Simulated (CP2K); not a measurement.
Ti under changes of volume

One of the cells (17.676 Å³/atom); the others are scaled copies at fixed shape and fractional positions:

```
Ti
1.0
     2.84230    0.00000    0.00000
    -0.94743    2.67974    0.00000
    -0.94743   -1.33987    2.32072
Ti
1
Cartesian
  0.0000 0.0000 0.0000
```

This isn't the form of Ti at room conditions, which is hcp.

* Program: CP2K 2026.2
* Functional: PBE
* Potentials or basis: POTENTIAL_UZH Ti GTH-PBE-q12; TZVP-MOLOPT-PBE-GTH basis
* Density cutoff: 6123 eV
* k mesh: 11 × 11 × 11
* Occupations: fermi-dirac, width 0.05 eV
* Spin: no spin polarisation

```tsv
volume (Å³/atom)	energy over the lowest point (meV/atom)	pressure (GPa)
16.616	7.22	4.2
16.969	?	?
17.323	0.00	-0.5
17.676	3.75	-2.5
18.030	11.72	-4.3
18.383	23.53	-6.0
18.737	38.84	-7.5
```

Problem. What does the run at 16.969 Å³/atom give?

Solution. Energy over the lowest point 1.23 meV/atom; pressure 1.8 GPa.

Worked out: A Birch-Murnaghan fit of order 3 (a polynomial in V^(-2/3)) to the other rows has its minimum at 17.22 Å³/atom with B0 = V·E''(V) = 107 GPa and B' = 4.1. It gives 1.00 meV/atom at 16.969 Å³/atom, against the run's 1.23, and -dE/dV = 1.6 GPa, against 1.8.

Energies are extrapolated to zero smearing.

Caveats: the basis of atomic orbitals isn't converged, which shifts pressures, moduli and gaps.
